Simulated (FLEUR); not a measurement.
# Sb (I4/mmm) in FLEUR: convergence with fermiSmearingEnergy

Aim: find how far fermiSmearingEnergy must go before the results for Sb settle, at PBEsol. This setting moves, with any that are tied to it; all else stays.

Program: FLEUR MaX-R8.1 (later development tree). These are calculated values, not measurements. Logs are shortened: lines on timing, memory, paths and dates and some standing lists are left out, and cuts for length are marked.

**1. Starting point**

It takes space group I4/mmm (No. 139, tetragonal). The conventional cell has a = 3.153 Å, b = 3.153 Å, c = 5.424 Å, α = 90.00°, β = 90.00°, γ = 90.00°. Sb (site symmetry 4/mmm) is surrounded by 12 Sb at 3.15 to 3.51 Å.

This isn't the form of Sb at room conditions, which is rhombohedral.

**2. With fermiSmearingEnergy 0.4 eV**

inp.xml

```xml
<?xml version="1.0" encoding="UTF-8" standalone="no"?>
<fleurInput fleurInputVersion="0.39">
   <comment>
      Sb                                                                                                  
   </comment>
   <calculationSetup>
      <cutoffs Kmax="4.1" Gmax="12.7" GmaxXC="12.7" numbands="0"/>
      <scfLoop itmax="60" minDistance="0.00001" maxIterBroyd="15" imix="Anderson" alpha="0.05" precondParam="0.0" spinf="2.0" sdNocoIR="T"/>
      <coreElectrons ctail="T" frcor="F" kcrel="0" coretail_lmax="0"/>
      <xcFunctional name="PBEs" relativisticCorrections="F"/>
      <magnetism jspins="1"/>
      <soc l_soc="F" theta="0.0" phi="0.0" spav="F"/>
      <expertModes spex="0" secvar="F"/>
      <geometryOptimization l_f="T" forcealpha="1.0" forcemix="BFGS" epsdisp="0.0005" epsforce="0.0002"/>
      <ldaU l_linMix="F" mixParam="0.05" spinf="1.0"/>
   </calculationSetup>
   <cell>
      <bzIntegration valenceElectrons="21.0" mode="hist" fermiSmearingEnergy="0.01469973">
         <kPointListSelection listName="default-1"/>
         <!-- k-points included here -->
         <xi:include xmlns:xi="http://www.w3.org/2001/XInclude" href="kpts.xml"> </xi:include>
      </bzIntegration>
      <!-- symmetry operations included here -->
      <xi:include xmlns:xi="http://www.w3.org/2001/XInclude" href="sym.xml"> </xi:include>
      <bulkLattice scale="1.0">
         <bravaisMatrix>
            <row-1>   -2.9792291704857377     2.9792291704857377     5.1248209019343527</row-1>
            <row-2>    2.9792291704857377    -2.9792291704857377     5.1248209019343527</row-2>
            <row-3>    2.9792291704857377     2.9792291704857377    -5.1248209019343527</row-3>
         </bravaisMatrix>
      </bulkLattice>
   </cell>
   <atomSpecies>
      <species name="Antimony (Sb)" element="Sb" atomicNumber="51">
         <mtSphere radius="2.66" gridPoints="879" logIncrement="0.015"/>
         <atomicCutoffs lmax="10" lnonsphr="10"/>
         <electronConfig flipSpins="F">
            <coreConfig>(1s1/2) (2s1/2) (2p1/2) (2p3/2) (3s1/2) (3p1/2) (3p3/2) (4s1/2) (3d3/2) (3d5/2)</coreConfig>
            <valenceConfig>(4p1/2) (4p3/2) (5s1/2) (4d3/2) (4d5/2) (5p1/2) (5p3/2)</valenceConfig>
            <stateOccupation state="(5p1/2)" spinUp="0.500000" spinDown="0.500000"/>
            <stateOccupation state="(5p3/2)" spinUp="1.000000" spinDown="1.000000"/>
         </electronConfig>
         <energyParameters s="5" p="5" d="5" f="4"/>
         <lo type="SCLO" l="1" n="4" eDeriv="0"/>
         <lo type="SCLO" l="1" n="4" eDeriv="1"/>
         <lo type="SCLO" l="2" n="4" eDeriv="0"/>
         <lo type="SCLO" l="2" n="4" eDeriv="1"/>
         <lo type="SCLO" l="0" n="5" eDeriv="2"/>
         <lo type="SCLO" l="3" n="4" eDeriv="2"/>
      </species>
   </atomSpecies>
   <atomGroups>
      <atomGroup species="Antimony (Sb)">
         <relPos label="                   1">.0000000000 .0000000000 .0000000000</relPos>
         <force calculate="T" relaxXYZ="TTT"/>
      </atomGroup>
   </atomGroups>
   <output dos="F" band="F" slice="F">
      <checks vchk="F" cdinf="F"/>
      <bandDOS minEnergy="-.5*Htr" maxEnergy="0.5*Htr" sigma="0.015" storeEVData="T"/>
      <vacuumDOS vacdos="F" integ="F" star="F" nstars="0" locx1="0.0" locy1="0.0" locx2="0.0" locy2="0.0" nstm="0" tworkf="0.0"/>
      <unfoldingBand unfoldBand="F" supercellX="1" supercellY="1" supercellZ="1"/>
      <plotting iplot="0" polar="F">
         <plot TwoD="T" vec1="  1.0  0.0  0.0" vec2="  0.0  1.0  0.0" vec3="  0.0  0.0  1.0" zero="  0.0  0.0  0.0" file="plot"/>
      </plotting>
      <chargeDensitySlicing numkpt="0" minEigenval="0.0" maxEigenval="0.0" nnne="0" pallst="F"/>
      <specialOutput eonly="F"/>
      <moessbauerParams electricFieldGradient="T" isomerShift="T" coreHyperfine="T" valenceHyperfine="T"/>
      <magneticCircularDichroism mcd="F" energyLo="-10.0" energyUp="0.0"/>
   </output>
  <!-- We include the file relax.xml here to enable relaxations (see documentation) -->
  <xi:include xmlns:xi="http://www.w3.org/2001/XInclude" href="relax.xml"> <xi:fallback/> </xi:include>
</fleurInput>
```

crystal.txt

```
Sb
&input cartesian=F /
-1.5765401831  1.5765401831  2.7119384313
1.5765401831  -1.5765401831  2.7119384313
1.5765401831  1.5765401831  -2.7119384313
1.8897261246
1.0 1.0 1.0

1
51 0.0000000000  0.0000000000  0.0000000000

&kpt div1=10 div2=10 div3=10 gamma=T /
```

Potentials or basis: all-electron, FLAPW.

On the command line:

```
$ inpgen -f crystal.txt -profile fastHighL
$ # inp.xml edited to the form shown
$ fleur_MPI
```

Wall time 1.8 min (1 thread of Intel Xeon Platinum 8259CL at 2.50GHz (Skylake/Cascade Lake), shared host); peak memory 0.07 GiB.

What came out:

```
Free energy                                           : -176350.7746 eV
Band gap on the k mesh                                : none (metal or under the smearing width)
Valence electrons inside the program's atomic spheres : Sb 19.04 (radii Sb 2.66 bohr)
```

**3. With fermiSmearingEnergy 0.3 eV**

inp.xml: that of step 2 with these lines changed.

```diff
@@ -17,3 +17,3 @@
    <cell>
-      <bzIntegration valenceElectrons="21.0" mode="hist" fermiSmearingEnergy="0.01469973">
+      <bzIntegration valenceElectrons="21.0" mode="hist" fermiSmearingEnergy="0.01102480">
          <kPointListSelection listName="default-1"/>
```

crystal.txt is that of step 2.

Potentials or basis: all-electron, FLAPW.

On the command line:

```
$ inpgen -f crystal.txt -profile fastHighL
$ # inp.xml edited to the form shown
$ fleur_MPI
```

It took 88 s on 1 thread of Intel Xeon Platinum 8259CL at 2.50GHz (Skylake/Cascade Lake), shared host; peak memory 0.08 GiB.

Results:

- Free energy: -176350.6976 eV
- Band gap on the k mesh: none (metal or under the smearing width)
- Valence electrons inside the program's atomic spheres: Sb 19.04 (radii Sb 2.66 bohr)

**4. With fermiSmearingEnergy 0.2 eV**

inp.xml: that of step 3 with these lines changed.

```diff
@@ -17,3 +17,3 @@
    <cell>
-      <bzIntegration valenceElectrons="21.0" mode="hist" fermiSmearingEnergy="0.01102480">
+      <bzIntegration valenceElectrons="21.0" mode="hist" fermiSmearingEnergy="0.00734986">
          <kPointListSelection listName="default-1"/>
```

crystal.txt is that of step 3.

On the command line:

```
$ inpgen -f crystal.txt -profile fastHighL
$ # inp.xml edited to the form shown
$ fleur_MPI
```

Run time: 87 s. Hardware: 1 thread of Intel Xeon Platinum 8259CL at 2.50GHz (Skylake/Cascade Lake), shared host; peak memory 0.07 GiB.

What came out:

```yaml
Free_energy: -176350.6435 eV
Band_gap_on_the_k_mesh: none (metal or under the smearing width)
Valence_electrons_inside_the_program's_atomic_spheres: Sb 19.04 (radii Sb 2.66 bohr)
```

**5. With fermiSmearingEnergy 0.1 eV**

inp.xml: that of step 4 with these lines changed.

```diff
@@ -17,3 +17,3 @@
    <cell>
-      <bzIntegration valenceElectrons="21.0" mode="hist" fermiSmearingEnergy="0.00734986">
+      <bzIntegration valenceElectrons="21.0" mode="hist" fermiSmearingEnergy="0.00367493">
          <kPointListSelection listName="default-1"/>
```

crystal.txt is that of step 4.

On the command line:

```
$ inpgen -f crystal.txt -profile fastHighL
$ # inp.xml edited to the form shown
$ fleur_MPI
```

Wall time 1.8 min (1 thread of Intel Xeon Platinum 8259CL at 2.50GHz (Skylake/Cascade Lake), shared host); peak memory 0.07 GiB.

What came out:

- Free energy: -176350.6136 eV
- Band gap on the k mesh: none (metal or under the smearing width)
- Valence electrons inside the program's atomic spheres: Sb 19.04 (radii Sb 2.66 bohr)

**6. With fermiSmearingEnergy 0.05 eV**

inp.xml: that of step 5 with these lines changed.

```diff
@@ -17,3 +17,3 @@
    <cell>
-      <bzIntegration valenceElectrons="21.0" mode="hist" fermiSmearingEnergy="0.00367493">
+      <bzIntegration valenceElectrons="21.0" mode="hist" fermiSmearingEnergy="0.00183747">
          <kPointListSelection listName="default-1"/>
```

crystal.txt is that of step 5.

Potentials or basis: all-electron, FLAPW.

On the command line:

```
$ inpgen -f crystal.txt -profile fastHighL
$ # inp.xml edited to the form shown
$ fleur_MPI
```

Wall time 1.7 min (1 thread of Intel Xeon Platinum 8259CL at 2.50GHz (Skylake/Cascade Lake), shared host); peak memory 0.07 GiB.

What came out:

```yaml
Free_energy: -176350.6078 eV
Band_gap_on_the_k_mesh: none (metal or under the smearing width)
Valence_electrons_inside_the_program's_atomic_spheres: Sb 19.04 (radii Sb 2.66 bohr)
```

**7. With fermiSmearingEnergy 0.025 eV**

inp.xml: that of step 6 with these lines changed.

```diff
@@ -17,3 +17,3 @@
    <cell>
-      <bzIntegration valenceElectrons="21.0" mode="hist" fermiSmearingEnergy="0.00183747">
+      <bzIntegration valenceElectrons="21.0" mode="hist" fermiSmearingEnergy="0.00091873">
          <kPointListSelection listName="default-1"/>
```

crystal.txt is that of step 6.

On the command line:

```
$ inpgen -f crystal.txt -profile fastHighL
$ # inp.xml edited to the form shown
$ fleur_MPI
```

Run time: 98 s. Hardware: 1 thread of Intel Xeon Platinum 8259CL at 2.50GHz (Skylake/Cascade Lake), shared host; peak memory 0.07 GiB.

What came out:

```
Free energy                                           : -176350.6065 eV
Band gap on the k mesh                                : none (metal or under the smearing width)
Valence electrons inside the program's atomic spheres : Sb 19.04 (radii Sb 2.66 bohr)
```

**8. With fermiSmearingEnergy 0.01 eV**

inp.xml: that of step 7 with these lines changed.

```diff
@@ -17,3 +17,3 @@
    <cell>
-      <bzIntegration valenceElectrons="21.0" mode="hist" fermiSmearingEnergy="0.00091873">
+      <bzIntegration valenceElectrons="21.0" mode="hist" fermiSmearingEnergy="0.00036749">
          <kPointListSelection listName="default-1"/>
```

crystal.txt is that of step 7.

Potentials or basis: all-electron, FLAPW.

On the command line:

```
$ inpgen -f crystal.txt -profile fastHighL
$ # inp.xml edited to the form shown
$ fleur_MPI
```

The program printed:

```text
Welcome to FLEUR        (www.flapw.de)
      MaX-Release 8.1          (www.max-centre.eu)

 ========== k-point set info ==========
 Selected k-point list: default-1
 k-point list type: mesh
 10 x 10 x 10
 Number of k points: 102

 ------------Calculation Setup---------------------------
 Number of MPI-tasks      :            1
 Number of PE/node        :            1
 Number of OMP-threads    :            1
 Most efficient MPI parallelization for:
           1           2           3           6          17          34          51         102
 Additional eigenvalue parallelization possible
 Number of basis functions:          264
 Approximate size of matrices (H+S) per k-point:         0.001 GB
 --------------------------------------------------------
 Iteration:     1   Distance:       4.84998656 me/bohr^3
 Iteration:     2   Distance:       4.54074002 me/bohr^3
 Iteration:     3   Distance:       1.30918322 me/bohr^3
 Iteration:     4   Distance:       0.13984071 me/bohr^3
 Iteration:     5   Distance:       0.12997956 me/bohr^3
 Iteration:     6   Distance:       0.01581197 me/bohr^3
 Iteration:     7   Distance:       0.00169281 me/bohr^3
 Iteration:     8   Distance:       0.00145878 me/bohr^3
 Iteration:     9   Distance:       0.00008128 me/bohr^3
 Iteration:    10   Distance:       0.00004660 me/bohr^3
 Iteration:    11   Distance:       0.00001421 me/bohr^3
 Iteration:    12   Distance:       0.00000056 me/bohr^3

 ********************************************************************
 Run finished successfully
 Stop message:
   Structural relaxation: Done
 ********************************************************************
```

out.xml (last iteration):

```text
<iteration numberForCurrentRun="   13" overallNumber="   13">
         <energyParameters units="Htr">
            <atomicEP atomType="1" spin="1" branch="5s" branchLowest="-4.99" branchHighest="0.51" value="-0.0451780369"/>
            <atomicEP atomType="1" spin="1" branch="5p" branchLowest="-3.26" branchHighest="1.13" value="0.2150731395"/>
            <atomicEP atomType="1" spin="1" branch="5d" branchLowest="-0.74" branchHighest="2.23" value="0.4416998353"/>
            <atomicEP atomType="1" spin="1" branch="4f" branchLowest="-9.99" branchHighest="1.70" value="0.5947572093"/>
            <loAtomicEP atomType="1" spin="1" branch="4p" branchLowest="-27.07" branchHighest="-3.26" value="-3.2753906883"/>
            <loAtomicEP atomType="1" spin="1" branch="4p" branchLowest="-27.07" branchHighest="-3.26" value="-3.2753906883"/>
            <loAtomicEP atomType="1" spin="1" branch="4d" branchLowest="-18.47" branchHighest="-0.74" value="-0.7605244792"/>
            <loAtomicEP atomType="1" spin="1" branch="4d" branchLowest="-18.47" branchHighest="-0.74" value="-0.7605244792"/>
            <loAtomicEP atomType="1" spin="1" branch="5s" branchLowest="-4.99" branchHighest="0.51" value="-0.0451780369"/>
            <loAtomicEP atomType="1" spin="1" branch="4f" branchLowest="-9.99" branchHighest="1.70" value="0.5947581478"/>
         </energyParameters>
         <eigenvalues>
            <eigenvaluesAt spin="1" ikpt="1" k_x="0.00000000" k_y="0.00000000" k_z="0.00000000">
                      -3.2662426568       -3.2649840165       -3.2649840165       -0.7661695495       -0.7650090087
                      -0.7635816827       -0.7635816827       -0.7612086483       -0.1664095330        0.4800006378
                       0.5092724349        0.5092724349        0.6757924523        0.6979786923        0.7183470116
                       0.7264042795        0.7264042795
            </eigenvaluesAt>
            <eigenvaluesAt spin="1" ikpt="2" k_x="0.00000000" k_y="0.00000000" k_z="0.10000000">
                      -3.2662431144       -3.2649923191       -3.2649912600       -0.7654860926       -0.7647531809
                      -0.7637696678       -0.7634945103       -0.7614545721       -0.1553153922        0.4589598077
                       0.4604399487        0.4691348877        0.6241085512        0.6876280234        0.7249037303
                       0.7424046889        0.7988762090
            </eigenvaluesAt>
            <eigenvaluesAt spin="1" ikpt="3" k_x="0.00000000" k_y="0.00000000" k_z="0.20000000">
                      -3.2662441883       -3.2650138628       -3.2650101600       -0.7642591819       -0.7641236054
                      -0.7636744128       -0.7632544141       -0.7620945113       -0.1221880002        0.3840919323
                       0.3950651462        0.4158864080        0.5573407026        0.6524849062        0.7005180922
[... 17 lines left out ...]
            <totalCharge value="21.0000000000"/>
         </valenceDensity>
         <coreStates atomType="     1" atomicNumber=" 51" spin="1" kinEnergy="   6570.7601327595" eigValSum="  -3894.6361865136" lostElectrons=" 0.000023">
            <state n="1" l="0" j="0.5" energy="-1111.9421382544" weight="1.0000000000"/>
            <state n="2" l="0" j="0.5" energy="-168.7744859196" weight="1.0000000000"/>
            <state n="2" l="1" j="0.5" energy="-157.8873079064" weight="1.0000000000"/>
            <state n="2" l="1" j="1.5" energy="-148.6399594517" weight="2.0000000000"/>
            <state n="3" l="0" j="0.5" energy="-32.7091369343" weight="1.0000000000"/>
            <state n="3" l="1" j="0.5" energy="-28.2584757408" weight="1.0000000000"/>
            <state n="3" l="1" j="1.5" energy="-26.5522040725" weight="2.0000000000"/>
            <state n="4" l="0" j="0.5" energy="-4.9922102692" weight="1.0000000000"/>
            <state n="3" l="2" j="1.5" energy="-18.6868666821" weight="2.0000000000"/>
            <state n="3" l="2" j="2.5" energy="-18.3320926065" weight="3.0000000000"/>
         </coreStates>
         <allElectronCharges>
            <spinDependentCharge spin="1" total="51.0000000" interstitial="1.9616332" mtSpheres="49.0383668"/>
            <totalCharge value="50.9999999967"/>
         </allElectronCharges>
         <moessbauerParams unitsHFF="kG" unitsIS="e/bohr^3" unitsEFG="Htr/bohr^2">
            <coreIsomerShift atomType="1" isTotal="212345.43184">
               <shell n="1" l="0" isomerShift="184705.68423"/>
               <shell n="2" l="0" isomerShift="21815.97450"/>
               <shell n="2" l="1" isomerShift="549.68712"/>
               <shell n="3" l="0" isomerShift="4273.88421"/>
               <shell n="3" l="1" isomerShift="116.57288"/>
               <shell n="4" l="0" isomerShift="883.62888"/>
               <shell n="3" l="2" isomerShift="0.00002"/>
            </coreIsomerShift>
            <isomerShift atomType="1" nucleusRadius="0.0001171" averageDensity="212446.75615"/>
            <electricFieldGradient atomType="1" VXX="-0.47845" VYY="-0.47845" VZZ="0.95690" asymParam="0.00000">
            </electricFieldGradient>
         </moessbauerParams>
         <totalEnergy                                    value="    -6480.7652365398" units="Htr">
            <sumOfEigenvalues                            value="    -3921.2948356715">
               <coreElectrons value="-3894.6361865136"/>
               <valenceElectrons value="-26.6586491579"/>
            </sumOfEigenvalues>
            <densityCoulombPotentialIntegral value="-10537.5157888105"/>
            <densityEffectivePotentialIntegral value="-10758.2626381271"/>
            <chargeDenXCDenIntegral value="-167.8849047379"/>
            <FockExchangeEnergyValence value="0.0000000000"/>
            <FockExchangeEnergyCore value="0.0000000000"/>
            <atomTypeDependentContributions atomType="1">
               <electronNucleiInteractionDifferentMTs value="7855.2721631272"/>
               <MadelungTerm value="-25.8180767249"/>
            </atomTypeDependentContributions>
            <tkbTimesEntropy value="0.0000049693"/>
            <freeEnergy value="-6480.7652415090"/>
            <extrapolationTo0K value="-6480.7652390244"/>
         </totalEnergy>
         <totalForcesOnRepresentativeAtoms units="Htr/bohr">
            <forceTotal atomType="1" x="0.000000" y="0.000000" z="0.000000" F_x="0.00000000" F_y="0.00000000" F_z="0.00000000"/>
         </totalForcesOnRepresentativeAtoms>
      </iteration>
```

Run time: 1.8 min. Hardware: 1 thread of Intel Xeon Platinum 8259CL at 2.50GHz (Skylake/Cascade Lake), shared host; peak memory 0.07 GiB.

What came out:

* Free energy: -176350.6062 eV
* Band gap on the k mesh: none (metal or under the smearing width)
* Valence electrons inside the program's atomic spheres: Sb 19.04 (radii Sb 2.66 bohr)

**9. The series at a glance**

```
fermiSmearingEnergy  energy less the tightest run, at zero smearing (meV/atom)  SCF cycles  CPU time (s)  peak memory (GiB)
             0.4 eV                                                       7.42          13           100               0.07
             0.3 eV                                                       7.00          13            88               0.08
             0.2 eV                                                       4.80          13            87               0.07
             0.1 eV                                                       1.05          13           110               0.07
            0.05 eV                                                      -0.02          13           100               0.07
           0.025 eV                                                       0.01          13            98               0.07
            0.01 eV                                                       0.00          13           110               0.07
```

Against the tightest run, the energy stays within 1 meV/atom from 0.05 eV on. Narrower smearing needs a denser k mesh, so at a fixed mesh the narrowest width isn't the most accurate. The tightest run that finished is the yardstick and may itself not be fully converged.
